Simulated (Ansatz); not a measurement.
## Σ5 (310) boundary in bcc Nb with Zr (substitutional): structure and resistance

How much does the Σ5 (310) boundary in bcc Nb with Zr (substitutional) reflect electrons?

Calculated with Ansatz 0.2.0; Ansatz plane-wave DFT, PBE, PAW files; relaxation of a bicrystal slab with its lowest layers held; PAW set soft_1, in the first sound run; inputs show where later runs differ.

### Step 1. Set-up

The cell holds 19 atoms: 18 Nb and 1 Zr. Its edges and angles: a = 5.483 Å, b = 3.306 Å, c = 30.220 Å, α = 90.0°, β = 90.0°, γ = 72.5°. It derives from Nb. built on the (3 1 0) plane; 1 overlapping atoms removed and the grains opened by 0.4 Å. Vacuum lies along c.

### Step 2. Relaxing the bicrystal

The boundary is built by mirroring the lower grain in the boundary plane and removing any atoms that overlap; then the Zr is put in at the boundary. A thin bicrystal slab is relaxed first, with the lowest layers held and the upper grain free to shift and open.

The input, input.yaml:

```yaml
crystal:
  lattice:
    - [5.4828782722, 0.0, 0.0]
    - [0.9968869586, 3.1524333588, 0.0]
    - [0.0, 0.0, 30.2197895304]
  atoms:
    - { symbol: Nb, position: [0.8000000001, 0.6000000001, 0.1654544945] }
    - { symbol: Nb, position: [0.2000000001, 0.9000000001, 0.2000524807] }
    - { symbol: Nb, position: [0.6000000001, 0.2000000001, 0.234650467] }
    - { symbol: Nb, position: [0.0, 0.5000000001, 0.2692484532] }
    - { symbol: Nb, position: [0.4, 0.8000000001, 0.3038464395] }
    - { symbol: Nb, position: [0.8, 0.1, 0.3384444258] }
    - { symbol: Nb, position: [0.2, 0.4, 0.373042412] }
    - { symbol: Nb, position: [0.6, 0.7, 0.4076403983] }
    - { symbol: Zr, position: [0.0, 0.0, 0.4422383845] }
    - { symbol: Nb, position: [0.6, 0.7, 0.4900727303] }
    - { symbol: Nb, position: [0.2, 0.4, 0.5246707166] }
    - { symbol: Nb, position: [0.8, 0.1, 0.5592687028] }
    - { symbol: Nb, position: [0.4, 0.8000000001, 0.5938666891] }
    - { symbol: Nb, position: [0.0, 0.5000000001, 0.6284646754] }
    - { symbol: Nb, position: [0.6000000001, 0.2000000001, 0.6630626616] }
    - { symbol: Nb, position: [0.2000000001, 0.9000000001, 0.6976606479] }
    - { symbol: Nb, position: [0.8000000001, 0.6000000001, 0.7322586341] }
    - { symbol: Nb, position: [0.4000000001, 0.3000000001, 0.7668566204] }
    - { symbol: Nb, position: [1.0e-10, 1.0e-10, 0.8014546066] }
kpoints:
  mp_grid: { grid: [7, 7, 1] }
hamiltonian:
  xc: pbe
  pseudopotentials: { kind: paw, azcp: { folder: soft_1 } }
scf:
  occupations: { method: fermi_dirac, width: 0.1 }
relax:
  f_tol: 0.03
  max_steps: 80
  constraints: [{ sites: [0, 1, 2] }]
```

Started as:

```sh
$ ansatz run input.yaml --threads 4 --pin off --max-ram 15360MiB --backend cpu --events-out ev --progress --plain --runs-dir out
```

Numbers of over 12 decimals in the logs are rounded to 6 here.

Log:

```text
Engine: ansatz 0.2.0, aarch64-unknown-linux-gnu
Pseudopotentials: kind: paw
Pseudopotential: Nb, paw, valence charge 13, recommended cutoff 420 eV (normal), soft_1/Nb.paw.azcp
Pseudopotential: Zr, paw, valence charge 12, recommended cutoff 420 eV (normal), soft_1/Zr.paw.azcp
Functional definition: PBE
  parameter kappa = 0.804
  parameter beta = 0.066725
  exchange = pbe_x(kappa = kappa, mu = beta*pi^2/3)
  correlation = pbe_c(beta = beta)
Crystal: 19 atoms, lattice volume = 522.331 Å³
Basis set: ecut = 420 eV, 10265 PW (Γ), exchange–correlation on 80×48×432 points (8 copies of the dense FFT grid, shifted against one another)
Bands: 148, of which v1, the nominal top of the filled ones, is band 123 counted from 1 (122 counted from 0)
Symmetry: 2 space group operations
Space group: Cm (ITA 8), of the structure as read, at distance tolerance 8.1e-5 Å
k-points: 16 of 49 (time reversal used)
Non-local potential: Nb, projectors of the file, l = 0: 3, l = 1: 2, l = 2: 2, l = 3: 1
Non-local potential: Zr, projectors of the file, l = 0: 3, l = 1: 2, l = 2: 2, l = 3: 1
PAW form: soft (Blöchl's): semilocal exchange-correlation on the pseudo side does not see the compensation charge
PAW one-centre angular grid: Nb, 590 points (default); XC on 64 Gauss nodes
PAW one-centre angular grid: Zr, 590 points (default); XC on 64 Gauss nodes
Initial density: superposition of atomic densities (neutral atoms: chi_scale 0, normalization atom)
Initial wavefunctions: pseudopotential atomic-orbital guess
Functional: x = pbe(κ = 0.804, μ = 0.219515), c = pbe(β = 0.066725)
SCF iter   1: F=—  HF=-86137.021074 eV  |F-HF|=—  |Δ(HF+E_count)|=         —  Δρ=7.77e-2  dr2=5.44e2  ethr=3.10e-3  ⟨swp⟩=8.7  Hψ=11063  notcnv=0
preconditioner: auto → LDOS  [metal: Δε(μ)=0.014 eV  Ē_g=3.733 eV  σ=0.100 eV  W_gap=0.03  n_scr=118 (ndim 8)  ℏωp=15.8 eV  f_vac=0.270  D(μ)=17.12/eV (n_scr^D=122)  β→1.0]
SCF iter   2: F=—  HF=-86136.494670 eV  |F-HF|=—  |Δ(HF+E_count)|=   5.26e-1  Δρ=8.51e-2  dr2=1.21e3  ethr=3.10e-3  ⟨swp⟩=15.2  Hψ=16520  notcnv=0  defer=10
SCF iter   3: F=—  HF=-86119.344923 eV  |F-HF|=—  |Δ(HF+E_count)|=    1.71e1  Δρ=1.74e-2  dr2=8.72e0  ethr=3.10e-3  ⟨swp⟩=13.9  Hψ=11611  notcnv=0  defer=13
SCF iter   4: F=—  HF=-86119.073018 eV  |F-HF|=—  |Δ(HF+E_count)|=   2.72e-1  Δρ=5.14e-3  dr2=2.03e-1  ethr=3.10e-3  ⟨swp⟩=2.8  Hψ=2877  notcnv=0  defer=4
SCF iter   5: F=—  HF=-86119.073557 eV  |F-HF|=—  |Δ(HF+E_count)|=   5.39e-4  Δρ=2.15e-3  dr2=2.33e-1  ethr=8.23e-5  ⟨swp⟩=6.9  Hψ=5480  notcnv=0  defer=15
SCF iter   6: F=—  HF=-86119.074583 eV  |F-HF|=—  |Δ(HF+E_count)|=   1.03e-3  Δρ=7.52e-4  dr2=5.36e-2  ethr=8.23e-5  ⟨swp⟩=2.6  Hψ=2714  notcnv=0  defer=5
SCF iter   7: F=—  HF=-86119.073935 eV  |F-HF|=—  |Δ(HF+E_count)|=   6.48e-4  Δρ=1.86e-4  dr2=6.70e-4  ethr=2.18e-5  ⟨swp⟩=1.7  Hψ=2620  notcnv=0  defer=1
SCF iter   8: F=—  HF=-86119.075002 eV  |F-HF|=—  |Δ(HF+E_count)|=   1.07e-3  Δρ=8.63e-5  dr2=1.28e-4  ethr=2.72e-7  ⟨swp⟩=2.9  Hψ=4080  notcnv=0
SCF iter   9: F=-86119.074987 eV  HF=-86119.074990 eV  |F-HF|=2.60e-6  |Δ(HF+E_count)|=   1.23e-5  Δρ=3.15e-5  dr2=1.20e-5  ethr=9.15e-9  ⟨swp⟩=3.6  Hψ=10164  notcnv=0
SCF 1 converged in 9 iterations: F = -86119.074987 eV  dr2 = 1.20e-5
  greatest PAW one-centre occupation: 0.998 electrons in one spin orbital (limit 2), on the Nb atom at site 15 (counted from 0), in its partial waves of l = 0
relax step   1: F+E_penalty+E_count = -86119.07498736 eV  Δ(F+E_penalty+E_count) = +0.000e0 eV  max|allowed force component| = 1.608e0 eV/Å  Δτ_max = 0.0000 Å  (9 SCF iters, dr2 threshold 2.25e-5 eV, accepted)
Initial density: handed on by an earlier stage of this run
Initial wavefunctions: those handed on with the density
SCF iter   1: F=—  HF=-86120.028133 eV  |F-HF|=—  |Δ(HF+E_count)|=         —  Δρ=1.52e-2  dr2=9.45e0  ethr=3.10e-3  ⟨swp⟩=8.5  Hψ=6118  notcnv=0  defer=10
preconditioner: auto → LDOS  [metal: Δε(μ)=0.012 eV  Ē_g=3.159 eV  σ=0.100 eV  W_gap=0.03  n_scr=118 (ndim 8)  ℏωp=15.8 eV  f_vac=0.278  D(μ)=24.76/eV (n_scr^D=248)  β→1.0]
SCF iter   2: F=—  HF=-86119.612181 eV  |F-HF|=—  |Δ(HF+E_count)|=   4.16e-1  Δρ=4.78e-3  dr2=2.61e-1  ethr=3.10e-3  ⟨swp⟩=3.1  Hψ=3018  notcnv=0  defer=3
SCF iter   3: F=—  HF=-86119.608081 eV  |F-HF|=—  |Δ(HF+E_count)|=   4.10e-3  Δρ=3.04e-3  dr2=1.46e-1  ethr=1.06e-4  ⟨swp⟩=3.8  Hψ=4807  notcnv=0  defer=4
SCF iter   4: F=—  HF=-86119.580370 eV  |F-HF|=—  |Δ(HF+E_count)|=   2.77e-2  Δρ=5.86e-4  dr2=4.63e-3  ethr=5.92e-5  ⟨swp⟩=2.3  Hψ=3701  notcnv=0  defer=1
SCF iter   5: F=—  HF=-86119.580421 eV  |F-HF|=—  |Δ(HF+E_count)|=   5.13e-5  Δρ=1.83e-4  dr2=5.38e-4  ethr=1.88e-6  ⟨swp⟩=3.1  Hψ=3846  notcnv=0
SCF iter   6: F=-86119.580373 eV  HF=-86119.580419 eV  |F-HF|=4.61e-5  |Δ(HF+E_count)|=   2.28e-6  Δρ=6.05e-5  dr2=6.02e-5  ethr=4.07e-8  ⟨swp⟩=3.0  Hψ=9012  notcnv=0
SCF 2 converged in 6 iterations: F = -86119.580373 eV  dr2 = 6.02e-5
relax step   2: F+E_penalty+E_count = -86119.58037255 eV  Δ(F+E_penalty+E_count) = -5.054e-1 eV  max|allowed force component| = 3.503e-1 eV/Å  Δτ_max = 0.1949 Å  (6 SCF iters, dr2 threshold 1.00e-4 eV, accepted)
iter 1 solved again at ethr=1.68e-3 eV; its pass at ethr=3.10e-3 eV (dr2=4.14e0 eV) is discarded
SCF iter   1: F=—  HF=-86119.723972 eV  |F-HF|=—  |Δ(HF+E_count)|=         —  Δρ=7.31e-3  dr2=4.49e0  ethr=1.68e-3  ⟨swp⟩=1.2  Hψ=7215  notcnv=0
preconditioner: auto → LDOS  [metal: Δε(μ)=0.005 eV  Ē_g=3.164 eV  σ=0.100 eV  W_gap=0.01  n_scr=118 (ndim 8)  ℏωp=15.8 eV  f_vac=0.278  D(μ)=24.60/eV (n_scr^D=244)  β→1.0]
SCF iter   2: F=—  HF=-86119.631818 eV  |F-HF|=—  |Δ(HF+E_count)|=   9.22e-2  Δρ=1.61e-3  dr2=4.61e-2  ethr=1.68e-3  ⟨swp⟩=1.4  Hψ=2375  notcnv=0
SCF iter   3: F=—  HF=-86119.631085 eV  |F-HF|=—  |Δ(HF+E_count)|=   7.33e-4  Δρ=1.05e-3  dr2=1.09e-2  ethr=1.87e-5  ⟨swp⟩=2.3  Hψ=4232  notcnv=0
SCF iter   4: F=—  HF=-86119.628616 eV  |F-HF|=—  |Δ(HF+E_count)|=   2.47e-3  Δρ=2.02e-4  dr2=5.16e-4  ethr=4.43e-6  ⟨swp⟩=2.0  Hψ=4142  notcnv=0
SCF iter   5: F=—  HF=-86119.628871 eV  |F-HF|=—  |Δ(HF+E_count)|=   2.54e-4  Δρ=6.27e-5  dr2=5.27e-5  ethr=2.10e-7  ⟨swp⟩=3.0  Hψ=4605  notcnv=0
SCF iter   6: F=-86119.628863 eV  HF=-86119.628865 eV  |F-HF|=2.56e-6  |Δ(HF+E_count)|=   5.51e-6  Δρ=1.80e-5  dr2=4.31e-6  ethr=3.12e-9  ⟨swp⟩=5.0  Hψ=8641  notcnv=0
SCF 3 converged in 6 iterations: F = -86119.628863 eV  dr2 = 4.31e-6
relax step   3: F+E_penalty+E_count = -86119.62886252 eV  Δ(F+E_penalty+E_count) = -4.849e-2 eV  max|allowed force component| = 2.203e-1 eV/Å  Δτ_max = 0.0711 Å  (6 SCF iters, dr2 threshold 7.67e-6 eV, accepted)
[...]
relax step   4: F+E_penalty+E_count = -86119.63218582 eV  Δ(F+E_penalty+E_count) = -3.323e-3 eV  max|allowed force component| = 2.245e-1 eV/Å  Δτ_max = 0.0691 Å  (7 SCF iters, dr2 threshold 3.03e-6 eV, accepted)
[...]
relax step   5: F+E_penalty+E_count = -86119.64559628 eV  Δ(F+E_penalty+E_count) = -1.341e-2 eV  max|allowed force component| = 5.396e-2 eV/Å  Δτ_max = 0.0526 Å  (6 SCF iters, dr2 threshold 1.99e-5 eV, accepted)
[...]
relax step   6: F+E_penalty+E_count = -86119.64772471 eV  Δ(F+E_penalty+E_count) = -2.128e-3 eV  max|allowed force component| = 2.758e-2 eV/Å  Δτ_max = 0.0307 Å  (8 SCF iters, accepted)
[...]
relax step   7: F+E_penalty+E_count = -86119.64901499 eV  Δ(F+E_penalty+E_count) = -1.290e-3 eV  max|allowed force component| = 1.926e-2 eV/Å  Δτ_max = 0.0429 Å  (8 SCF iters, accepted)
[...]
relax step   8: F+E_penalty+E_count = -86119.64974243 eV  Δ(F+E_penalty+E_count) = -7.274e-4 eV  max|allowed force component| = 2.016e-2 eV/Å  Δτ_max = 0.0482 Å  (9 SCF iters, accepted)
SCF iter   1: F=—  HF=-86119.659613 eV  |F-HF|=—  |Δ(HF+E_count)|=         —  Δρ=3.38e-3  dr2=9.52e-2  ethr=4.28e-4  ⟨swp⟩=4.1  Hψ=4576  notcnv=0
preconditioner: auto → LDOS  [metal: Δε(μ)=0.017 eV  Ē_g=3.141 eV  σ=0.100 eV  W_gap=0.04  n_scr=118 (ndim 8)  ℏωp=15.8 eV  f_vac=0.275  D(μ)=24.94/eV (n_scr^D=248)  β→1.0]
SCF iter   2: F=—  HF=-86119.652199 eV  |F-HF|=—  |Δ(HF+E_count)|=   7.41e-3  Δρ=1.17e-3  dr2=2.36e-2  ethr=3.87e-5  ⟨swp⟩=2.2  Hψ=4356  notcnv=0
SCF iter   3: F=—  HF=-86119.650037 eV  |F-HF|=—  |Δ(HF+E_count)|=   2.16e-3  Δρ=3.35e-4  dr2=2.44e-3  ethr=9.60e-6  ⟨swp⟩=2.0  Hψ=4017  notcnv=0
SCF iter   4: F=—  HF=-86119.649849 eV  |F-HF|=—  |Δ(HF+E_count)|=   1.88e-4  Δρ=1.60e-4  dr2=3.71e-4  ethr=9.92e-7  ⟨swp⟩=2.1  Hψ=4082  notcnv=0
SCF iter   5: F=—  HF=-86119.649815 eV  |F-HF|=—  |Δ(HF+E_count)|=   3.42e-5  Δρ=6.90e-5  dr2=3.10e-5  ethr=1.51e-7  ⟨swp⟩=2.6  Hψ=4305  notcnv=0
SCF iter   6: F=—  HF=-86119.650149 eV  |F-HF|=—  |Δ(HF+E_count)|=   3.34e-4  Δρ=1.60e-5  dr2=1.74e-6  ethr=1.26e-8  ⟨swp⟩=2.1  Hψ=4061  notcnv=0
SCF iter   7: F=—  HF=-86119.650149 eV  |F-HF|=—  |Δ(HF+E_count)|=   3.86e-7  Δρ=5.64e-6  dr2=3.56e-7  ethr=7.08e-10  ⟨swp⟩=2.0  Hψ=4195  notcnv=0
SCF iter   8: F=—  HF=-86119.650149 eV  |F-HF|=—  |Δ(HF+E_count)|=   2.95e-8  Δρ=1.33e-6  dr2=1.81e-7  ethr=4.07e-11  ⟨swp⟩=5.2  Hψ=8234  notcnv=0
SCF iter   9: F=-86119.650149 eV  HF=-86119.650149 eV  |F-HF|=1.46e-8  |Δ(HF+E_count)|=  2.91e-10  Δρ=5.12e-7  dr2=1.67e-8  ethr=4.07e-11  ⟨swp⟩=3.9  Hψ=5480  notcnv=0
SCF 9 converged in 9 iterations: F = -86119.650149 eV  dr2 = 1.67e-8
relax step   9: F+E_penalty+E_count = -86119.65014924 eV  Δ(F+E_penalty+E_count) = -4.068e-4 eV  max|allowed force component| = 1.274e-2 eV/Å  Δτ_max = 0.0458 Å  (9 SCF iters, accepted)
SCF converged after 9 iterations
Free energy (F): -86119.650149 eV
Harris-Foulkes:  -86119.650149 eV  (|F-HF|=1.46e-8)
Internal energy: -86118.828583 eV  (E = F + TS)
E sigma→0 (E₀):  -86119.239366 eV
Entropy (-TS):   -0.821566 eV (-43.240 meV/atom)
Fermi energy:    10.606238 eV
--- Per-component energies (eV) ---
  E_band       = -3054.166982
  E_kinetic    = 7020.562396
  E_local      = -174083.190431  (includes V_loc(G=0)·N_el)
  E_nonlocal   = 1791.423218
  E_hartree    = 84108.306243
  E_xc         = -3129.255724
  E_vxc        = -3782.983938  (∫ρ·V_xc dr)
  E_paw        = -58445.137895  (= ΣΔE_a)
  E_vpaw       = -2216.589896  (= ΣTr[D̂ρ^β])
  E_aug_tail   = 0.000733  (compensation charges beyond the density's cutoff)
  E_ewald      = 56618.462877
  E_smearing   = -0.821566  (= −TS)
  E_closure    = 0.000000  (closes the sum)
  Σ components = -86119.650149   (vs F -86119.650149, Δ=0.00e0)
--- Forces (eV/Å), atoms counted from 1 ---
  atom   1  Nb     0.14198309    -0.04489900     1.60991362
  atom   2  Nb    -0.44947566     0.14213668    -0.59745603
  atom   3  Nb     0.30239337    -0.09562518    -1.00325619
  atom   4  Nb     0.00678433    -0.00214539     0.01159307
  atom   5  Nb    -0.00386404     0.00122192     0.00074863
  atom   6  Nb    -0.00311952     0.00098648    -0.00102361
  atom   7  Nb     0.00574620    -0.00181711    -0.00391877
  atom   8  Nb     0.00102919    -0.00032546    -0.00975654
  atom   9  Zr     0.00363228    -0.00114863    -0.00278957
  atom  10  Nb     0.00801768    -0.00253541    -0.00319356
  atom  11  Nb     0.00629899    -0.00199191     0.01116280
  atom  12  Nb    -0.00213798     0.00067609    -0.00391414
  atom  13  Nb    -0.00241813     0.00076468    -0.00056907
  atom  14  Nb    -0.01038137     0.00328288    -0.01273993
  atom  15  Nb     0.00246018    -0.00077798     0.00698481
  atom  16  Nb    -0.00495463     0.00156679    -0.01066685
  atom  17  Nb     0.00384837    -0.00121696     0.00849997
  atom  18  Nb    -0.00825710     0.00261112    -0.00856004
  atom  19  Nb     0.00239117    -0.00075615     0.00896066
  max |Σ_I F_I| component: 2.36e-5 eV/Å
--- Relaxed structure (9 steps of the walk, 9 accepted, 0 SCFs on fresh bases) ---
  F+E_penalty+E_count = -86119.65014924 eV   max|allowed force component| = 1.274e-2 eV/Å
  atoms:
    - { symbol: Nb, position: [0.800000, 0.59999999995, 0.165454] }
    - { symbol: Nb, position: [0.200000, 0.900000, 0.200052] }
    - { symbol: Nb, position: [0.6000000001, 0.200000, 0.234650] }
    - { symbol: Nb, position: [-0.00665601, 0.503328, 0.267359] }
    - { symbol: Nb, position: [0.394851, 0.802575, 0.304241] }
    - { symbol: Nb, position: [0.797143, 0.101429, 0.338876] }
    - { symbol: Nb, position: [0.183227, 0.408387, 0.371633] }
    - { symbol: Nb, position: [0.566119, 0.716940, 0.405107] }
    - { symbol: Zr, position: [-0.018878, 0.00943923, 0.450276] }
    - { symbol: Nb, position: [0.544010, 0.727995, 0.493717] }
    - { symbol: Nb, position: [0.159123, 0.420438, 0.529660] }
    - { symbol: Nb, position: [0.767682, 0.116159, 0.561487] }
    - { symbol: Nb, position: [0.373056, 0.813472, 0.596228] }
    - { symbol: Nb, position: [-0.030666, 0.515333, 0.631556] }
    - { symbol: Nb, position: [0.566972, 0.216514, 0.666048] }
    - { symbol: Nb, position: [0.169608, 0.915196, 0.701960] }
    - { symbol: Nb, position: [0.769319, 0.615341, 0.735871] }
    - { symbol: Nb, position: [0.352575, 0.323712, 0.771090] }
    - { symbol: Nb, position: [-0.040596, 0.020298, 0.797676] }
```

The job ended after 4.7 min (4 threads of Arm Neoverse V2, shared host; peak memory 2.2 GiB; 18 min of CPU time).

Relaxation path:

```csv
step,energy less that of the first step (eV),largest force component (eV/Å)
1,0.0000,1.6083
2,-0.5054,0.3503
3,-0.5539,0.2203
4,-0.5572,0.2245
5,-0.5706,0.0540
6,-0.5727,0.0276
7,-0.5740,0.0193
8,-0.5748,0.0202
9,-0.5752,0.0127
```

The run keeps the 2 symmetry operations that it works with, so distortions that break them were not tested.

The atoms that moved most (Å):

```csv
atom,dx,dy,dz,length
Nb10,-0.279,0.088,0.110,0.313
Nb18,-0.236,0.075,0.128,0.279
Zr9,-0.094,0.030,0.243,0.262
Nb11,-0.204,0.064,0.151,0.262
Nb19,-0.202,0.064,-0.114,0.241
Nb16,-0.151,0.048,0.130,0.205
Nb15,-0.165,0.052,0.090,0.195
Nb17,-0.153,0.048,0.109,0.194
```

The relaxed structure:

```cif
data_structure
_symmetry_space_group_name_H-M 'P 1'
_symmetry_Int_Tables_number 1
_cell_length_a 5.4829
_cell_length_b 3.3063
_cell_length_c 30.2198
_cell_angle_alpha 90.000
_cell_angle_beta 90.000
_cell_angle_gamma 72.452
_cell_volume 522.33
loop_
_atom_site_label
_atom_site_type_symbol
_atom_site_fract_x
_atom_site_fract_y
_atom_site_fract_z
_atom_site_occupancy
Nb1 Nb 0.80000 0.60000 0.16545 1
Nb2 Nb 0.20000 0.90000 0.20005 1
Nb3 Nb 0.60000 0.20000 0.23465 1
Nb4 Nb 0.99334 0.50333 0.26736 1
Nb5 Nb 0.39485 0.80257 0.30424 1
Nb6 Nb 0.79714 0.10143 0.33888 1
Nb7 Nb 0.18323 0.40839 0.37163 1
Nb8 Nb 0.56612 0.71694 0.40511 1
Zr9 Zr 0.98112 0.00944 0.45028 1
Nb10 Nb 0.54401 0.72799 0.49372 1
Nb11 Nb 0.15912 0.42044 0.52966 1
Nb12 Nb 0.76768 0.11616 0.56149 1
Nb13 Nb 0.37306 0.81347 0.59623 1
Nb14 Nb 0.96933 0.51533 0.63156 1
Nb15 Nb 0.56697 0.21651 0.66605 1
Nb16 Nb 0.16961 0.91520 0.70196 1
Nb17 Nb 0.76932 0.61534 0.73587 1
Nb18 Nb 0.35258 0.32371 0.77109 1
Nb19 Nb 0.95940 0.02030 0.79768 1
```

Numbers from this step:

- free energy: -86119.6501 eV
- energy at zero smearing: -86119.2394 eV
- Fermi energy: 10.61 eV

The largest force component on a free atom ends at 0.013 eV/Å, under the tolerance of 0.03, after 9 steps.

[end of part 1 of 2]

[Logs are printed without paths, hosts, clocks, repeated set-up lines and the standing remarks that a program may print on its own settings, such as how far it seeks lower states.]

[Hosts, paths, dates, database ids (printed as entryN), source tags and the programs' standing remarks are cut or masked in the printed files.]
